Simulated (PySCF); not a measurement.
The vertical singlet excitations below were computed for one of the candidates. Computed with PySCF 2.14.0, density-fitted response routines, TDDFT wB97X-D/def2-SVPD, vertical, gas phase, core orbitals frozen in the response. Geometries: GFN2-xTB, one conformer each.

```json
{"state": "S1", "E (eV)": "6.46", "f": "0.075"}
{"state": "S2", "E (eV)": "6.59", "f": "0.0014"}
{"state": "S3", "E (eV)": "7.49", "f": "0.0094"}
{"state": "S4", "E (eV)": "7.69", "f": "0.0000"}
{"state": "S5", "E (eV)": "7.98", "f": "0.042"}
{"state": "S6", "E (eV)": "7.98", "f": "0.0000"}
{"state": "S7", "E (eV)": "8.78", "f": "0.011"}
{"state": "S8", "E (eV)": "9.27", "f": "0.090"}
```

Triplets computed (Tamm–Dancoff): 4.18, 6.20, 7.29 eV.

Question: Which candidate is it?
A. `C1=CC1`
B. `C=C=C`
C. `C1[C@H]2C[C@@H]12`

Answer: A. Its S1 lies at 6.46 eV; the nearest of the others has S1 at 6.14 eV. S1 is HOMO→LUMO (96%). Löwdin shares by element: HOMO carbon 80%, hydrogen 7% or more; LUMO carbon 76% or more, hydrogen 15% or more. At the same level the other candidates give, for their lowest levels:
- `C=C=C`: 6.14 eV (f 0.000); 6.38 eV (f 0.000); 7.56 eV (f 0.000); 7.58 eV (f 0.077 summed over 2 states); 8.18 eV (f 1.176); T1 4.81 eV; HOMO -9.63, LUMO 2.17 eV
- `C1[C@H]2C[C@@H]12`: 7.49 eV (f 0.000); 7.86 eV (f 0.035); 7.97 eV (f 0.091); 8.02 eV (f 0.000); 8.70 eV (f 0.062); T1 7.09 eV; HOMO -9.02, LUMO 2.76 eV
